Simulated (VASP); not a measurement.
# WS2 (R3m) in VASP: notebook, part 2 of 2

VASP 6.6.1.

## 6. Equation of state, PBEsol, 18.45 Å³/atom (volume scaled by 1.04)

File INCAR:

```
SYSTEM = WS2
  PREC = Accurate
  ENCUT = 520
  EDIFF = 1E-7
  ISMEAR = -1
  SIGMA = 0.05
  LREAL = .FALSE.
  LASPH = .TRUE.
  NELM = 60
  ALGO = Normal
  ISIF = 2
  LWAVE = .FALSE.
  LCHARG = .FALSE.
  GGA = PS
  NBANDS = 20
```

File KPOINTS:

```
regular mesh
0
G
  10 10 10
  0 0 0
```

File POSCAR:

```
WS2
1.0
    1.5997786986      0.9236326623      6.2444391255
   -1.5997786986      0.9236326623      6.2444391255
    0.0000000000     -1.8472653246      6.2444391255
W S
1 2
Direct
    0.0000000000      0.0000000000      0.0000000000
    0.5810000000      0.5810000000      0.5810000000
    0.7503000000      0.7503000000      0.7503000000
```

Potentials or basis: VASP PAW PBE potentials, release 64 (W_sv, S).

Started as:

```bash
$ cat potpaw_PBE.64/W_sv/POTCAR potpaw_PBE.64/S/POTCAR > POTCAR
$ mpirun -np 1 vasp_std > vasp.out
```

Wall time 4.3 min (1 thread of Intel Xeon Platinum 8488C (Sapphire Rapids), shared host); peak memory 0.38 GiB.

It converged, with:

- Free energy: -25.2161 eV
- Pressure: -6.5 GPa
- Largest force: 0.982 eV/Å
- Band gap on the k mesh: 1.07 eV, indirect (least direct gap 2.12 eV)

Caveat: the PAW data sets were made with another functional, which shifts forces and pressure a little; spin-orbit coupling is left out, which moves the levels of the heavy elements.

## 7. Equation of state, PBEsol, 18.81 Å³/atom (volume scaled by 1.06)

INCAR is that of step 6.

KPOINTS is that of step 6.

File POSCAR:

```
WS2
1.0
    1.6099686466      0.9295158316      6.2842136955
   -1.6099686466      0.9295158316      6.2842136955
    0.0000000000     -1.8590316630      6.2842136955
W S
1 2
Direct
    0.0000000000      0.0000000000      0.0000000000
    0.5810000000      0.5810000000      0.5810000000
    0.7503000000      0.7503000000      0.7503000000
```

Started as:

```bash
$ cat potpaw_PBE.64/W_sv/POTCAR potpaw_PBE.64/S/POTCAR > POTCAR
$ mpirun -np 1 vasp_std > vasp.out
```

Run time: 5.8 min. Hardware: 1 thread of Intel Xeon Platinum 8488C (Sapphire Rapids), shared host; peak memory 0.4 GiB.

It converged, with:

| Quantity | Value |
| --- | --- |
| Free energy | -25.1644 eV |
| Pressure | -9.1 GPa |
| Largest force | 1.263 eV/Å |
| Band gap on the k mesh | 1.08 eV, indirect (least direct gap 2.07 eV) |

Caveat: the PAW data sets were made with another functional, which shifts forces and pressure a little; spin-orbit coupling is left out, which moves the levels of the heavy elements.

## 8. Equation of state, PBEsol

Potentials or basis: VASP PAW PBE potentials, release 64 (W_sv, S).

This step only gathers the single runs of the series.

What came out:

* Equilibrium volume: 17.70 Å³/atom
* Bulk modulus at fixed shape and positions: 170 GPa
* Pressure derivative of the bulk modulus: 4.4

Energy against volume, from the lowest point:
| volume (Å³/atom) | energy (meV/atom) |
| --- | --- |
| 16.679 | 34.45 |
| 17.034 | 14.06 |
| 17.389 | 2.89 |
| 17.744 | 0.00 |
| 18.099 | 4.55 |
| 18.454 | 15.77 |
| 18.809 | 32.99 |

Caveat: the cell was scaled at fixed shape and fractional positions, which overstates the stiffness of a crystal with free parameters, most of all of layers and chains; the PAW data sets were made with another functional, which shifts forces and pressure a little. The run has no spin-orbit coupling, so splittings on W are missing.

## 9. Equation of state, PBE, 16.68 Å³/atom (volume scaled by 0.94)

File INCAR:

```
ALGO     = Normal         # electronic algorithm
EDIFF    = 1E-7           # SCF threshold, eV
ENCUT    = 520            # plane-wave cutoff, eV
GGA      = PE             # functional
ISIF     = 2              # what is computed and relaxed
ISMEAR   = -1             # smearing method
LASPH    = True           # aspherical terms in the spheres
LCHARG   = False          # write CHGCAR
LREAL    = False          # projectors in reciprocal space
LWAVE    = False          # write WAVECAR
NBANDS   = 20             # bands
NELM     = 60             # most SCF steps
PREC     = Accurate       # precision mode
SIGMA    = 0.05           # smearing width, eV
```

File KPOINTS:

```
k-points
0
Gamma
  10 10 10
```

File POSCAR:

```
WS2
1.0
    1.5467664657      0.8930260354      6.0375157167
   -1.5467664657      0.8930260354      6.0375157167
    0.0000000000     -1.7860520706      6.0375157167
W S
1 2
Direct
    0.0000000000      0.0000000000      0.0000000000
    0.5810000000      0.5810000000      0.5810000000
    0.7503000000      0.7503000000      0.7503000000
```

Potentials or basis: VASP PAW PBE potentials, release 64 (W_sv, S).

Started as:

```bash
$ cat potpaw_PBE.64/W_sv/POTCAR potpaw_PBE.64/S/POTCAR > POTCAR
$ mpirun -np 1 vasp_std > vasp.out
```

Run time: 2.3 min. Hardware: 1 thread of Intel Xeon 6975P-C (Granite Rapids), shared host; peak memory 0.38 GiB.

Results (log left out):

| Property | Result |
| --- | --- |
| Free energy | -23.3975 eV |
| Pressure | 17.0 GPa |
| Largest force | 1.766 eV/Å |
| Band gap on the k mesh | 1.01 eV, indirect (least direct gap 2.39 eV) |

Caveat: spin-orbit coupling is left out, which moves the levels of the heavy elements; forces of over 1 eV/Å show positions far from the minimum, so gaps and moduli don't describe the material at rest.

## 10. Equation of state, PBE, 17.03 Å³/atom (volume scaled by 0.96)

File INCAR:

```
PREC = Accurate
ENCUT = 520
EDIFF = 1E-7
ISMEAR = -1
SIGMA = 0.05
LREAL = False
LASPH = True
NELM = 80
ALGO = Normal
ISIF = 2
LWAVE = False
LCHARG = False
GGA = PE
NBANDS = 20
```

File KPOINTS:

```
Automatic mesh
0
Gamma
  10 10 10
```

File POSCAR:

```
WS2
1.0
    1.5576595461      0.8993151583      6.0800348339
   -1.5576595461      0.8993151583      6.0800348339
    0.0000000000     -1.7986303165      6.0800348339
W S
1 2
Direct
    0.0000000000      0.0000000000      0.0000000000
    0.5810000000      0.5810000000      0.5810000000
    0.7503000000      0.7503000000      0.7503000000
```

Started as:

```bash
$ cat potpaw_PBE.64/W_sv/POTCAR potpaw_PBE.64/S/POTCAR > POTCAR
$ mpirun -np 1 vasp_std > vasp.out
```

It took 2.4 min on 1 thread of Intel Xeon 6975P-C (Granite Rapids), shared host; peak memory 0.38 GiB.

It converged, with:

| Quantity | Value |
| --- | --- |
| Free energy | -23.4953 eV |
| Pressure | 12.4 GPa |
| Largest force | 1.315 eV/Å |
| Band gap on the k mesh | 1.03 eV, indirect (least direct gap 2.36 eV) |

Caveat: spin-orbit coupling is left out, which moves the levels of the heavy elements; forces of over 1 eV/Å show positions far from the minimum, so gaps and moduli don't describe the material at rest.

## 11. Equation of state, PBE, 17.39 Å³/atom (volume scaled by 0.98)

File INCAR:

```
SYSTEM = WS2
PREC     = Accurate       ! precision mode
ENCUT    = 520            ! plane-wave cutoff, eV
EDIFF    = 1E-7           ! SCF threshold, eV
ISMEAR   = -1             ! smearing method
SIGMA    = 0.05           ! smearing width, eV
LREAL    = .FALSE.        ! projectors in reciprocal space
LASPH    = .TRUE.         ! aspherical terms in the spheres
NELM     = 100            ! most SCF steps
ALGO     = Normal         ! electronic algorithm
ISIF     = 2              ! what is computed and relaxed
LWAVE    = .FALSE.        ! write WAVECAR
LCHARG   = .FALSE.        ! write CHGCAR
GGA      = PE             ! functional
NBANDS   = 20             ! bands
```

File KPOINTS:

```
regular mesh
0
G
  10 10 10
  0 0 0
```

File POSCAR:

```
WS2
1.0
    1.5684023653      0.9055175278      6.1219674337
   -1.5684023653      0.9055175278      6.1219674337
    0.0000000000     -1.8110350555      6.1219674337
W S
1 2
Direct
    0.0000000000      0.0000000000      0.0000000000
    0.5810000000      0.5810000000      0.5810000000
    0.7503000000      0.7503000000      0.7503000000
```

Started as:

```bash
$ cat potpaw_PBE.64/W_sv/POTCAR potpaw_PBE.64/S/POTCAR > POTCAR
$ mpirun -np 1 vasp_std > vasp.out
```

Wall time 2.5 min (1 thread of Intel Xeon 6975P-C (Granite Rapids), shared host); peak memory 0.37 GiB.

It converged, with:

* Free energy: -23.5641 eV
* Pressure: 8.3 GPa
* Largest force: 0.898 eV/Å
* Band gap on the k mesh: 1.06 eV, indirect (least direct gap 2.30 eV)

Caveat: spin-orbit coupling is left out, which moves the levels of the heavy elements.

## 12. Equation of state, PBE, 18.10 Å³/atom (volume scaled by 1.02)

File INCAR:

```
ALGO = Normal
EDIFF = 1E-7
ENCUT = 520
GGA = PE
ISIF = 2
ISMEAR = -1
LASPH = T
LCHARG = F
LREAL = F
LWAVE = F
NBANDS = 20
NELM = 60
PREC = Accurate
SIGMA = 0.05
```

File KPOINTS:

```
k-points
0
Gamma
  10 10 10
```

File POSCAR:

```
WS2
1.0
    1.5894572584      0.9176735760      6.2041512999
   -1.5894572584      0.9176735760      6.2041512999
    0.0000000000     -1.8353471520      6.2041512999
W S
1 2
Direct
    0.0000000000      0.0000000000      0.0000000000
    0.5810000000      0.5810000000      0.5810000000
    0.7503000000      0.7503000000      0.7503000000
```

Potentials or basis: VASP PAW PBE potentials, release 64 (W_sv, S).

Started as:

```bash
$ cat potpaw_PBE.64/W_sv/POTCAR potpaw_PBE.64/S/POTCAR > POTCAR
$ mpirun -np 1 vasp_std > vasp.out
```

Run time: 2.3 min. Hardware: 1 thread of Intel Xeon 6975P-C (Granite Rapids), shared host; peak memory 0.38 GiB.

It converged, with:

| Item | Value |
| --- | --- |
| Free energy | -23.6263 eV |
| Pressure | 1.2 GPa |
| Largest force | 0.583 eV/Å |
| Band gap on the k mesh | 1.10 eV, indirect (least direct gap 2.18 eV) |

Caveat: spin-orbit coupling is left out, which moves the levels of the heavy elements.

## 13. Equation of state, PBE, 18.45 Å³/atom (volume scaled by 1.04)

File INCAR:

```
SYSTEM = WS2
PREC = Accurate
ENCUT = 520
EDIFF = 1E-7
ISMEAR = -1
SIGMA = 0.05
LREAL = .FALSE.
LASPH = .TRUE.
NELM = 100
ALGO = Normal
ISIF = 2
LWAVE = .FALSE.
LCHARG = .FALSE.
GGA = PE
NBANDS = 20
```

File KPOINTS:

```
regular mesh
0
G
  10 10 10
  0 0 0
```

File POSCAR:

```
WS2
1.0
    1.5997786986      0.9236326623      6.2444391255
   -1.5997786986      0.9236326623      6.2444391255
    0.0000000000     -1.8472653246      6.2444391255
W S
1 2
Direct
    0.0000000000      0.0000000000      0.0000000000
    0.5810000000      0.5810000000      0.5810000000
    0.7503000000      0.7503000000      0.7503000000
```

Started as:

```bash
$ cat potpaw_PBE.64/W_sv/POTCAR potpaw_PBE.64/S/POTCAR > POTCAR
$ mpirun -np 1 vasp_std > vasp.out
```

It took 2.3 min on 1 thread of Intel Xeon 6975P-C (Granite Rapids), shared host; peak memory 0.38 GiB.

Results (log left out):

```yaml
Free_energy: -23.6246 eV
Pressure: -1.8 GPa
Largest_force: 0.736 eV/Å
Band_gap_on_the_k_mesh: 1.11 eV, indirect (least direct gap 2.13 eV)
```

Caveat: spin-orbit coupling is left out, which moves the levels of the heavy elements.

## 14. Equation of state, PBE, 18.81 Å³/atom (volume scaled by 1.06)

File INCAR:

```
SYSTEM = WS2
ALGO = Normal ; EDIFF = 1E-7
ENCUT = 520 ; GGA = PE
ISIF = 2 ; ISMEAR = -1
LASPH = .TRUE. ; LCHARG = .FALSE.
LREAL = .FALSE. ; LWAVE = .FALSE.
NBANDS = 20 ; NELM = 80
PREC = Accurate ; SIGMA = 0.05
```

File KPOINTS:

```
k-points
0
G
  10 10 10
  0 0 0
```

File POSCAR:

```
WS2
1.0
    1.6099686466      0.9295158316      6.2842136955
   -1.6099686466      0.9295158316      6.2842136955
    0.0000000000     -1.8590316630      6.2842136955
W S
1 2
Direct
    0.0000000000      0.0000000000      0.0000000000
    0.5810000000      0.5810000000      0.5810000000
    0.7503000000      0.7503000000      0.7503000000
```

Started as:

```bash
$ cat potpaw_PBE.64/W_sv/POTCAR potpaw_PBE.64/S/POTCAR > POTCAR
$ mpirun -np 1 vasp_std > vasp.out
```

It took 3.3 min on 1 thread of Intel Xeon 6975P-C (Granite Rapids), shared host; peak memory 0.41 GiB.

It converged, with:

| Item | Value |
| --- | --- |
| Free energy | -23.6039 eV |
| Pressure | -4.5 GPa |
| Largest force | 1.019 eV/Å |
| Band gap on the k mesh | 1.12 eV, indirect (least direct gap 2.07 eV) |

Caveat: spin-orbit coupling is left out, which moves the levels of the heavy elements; forces of over 1 eV/Å show positions far from the minimum, so gaps and moduli don't describe the material at rest.

## 15. Equation of state, PBE

Potentials or basis: VASP PAW PBE potentials, release 64 (W_sv, S).

This step only gathers the single runs of the series.

What came out:

* Equilibrium volume: 18.24 Å³/atom
* Bulk modulus at fixed shape and positions: 156 GPa
* Pressure derivative of the bulk modulus: 4.3

Energy against volume, from the lowest point:
| volume (Å³/atom) | energy (meV/atom) |
| --- | --- |
| 16.679 | 76.25 |
| 17.034 | 43.67 |
| 17.389 | 20.73 |
| 17.744 | 6.46 |
| 18.099 | 0.00 |
| 18.454 | 0.57 |
| 18.809 | 7.48 |

Caveat: the cell was scaled at fixed shape and fractional positions, which overstates the stiffness of a crystal with free parameters, most of all of layers and chains. Spin-orbit coupling is left out, which matters for the levels of W.
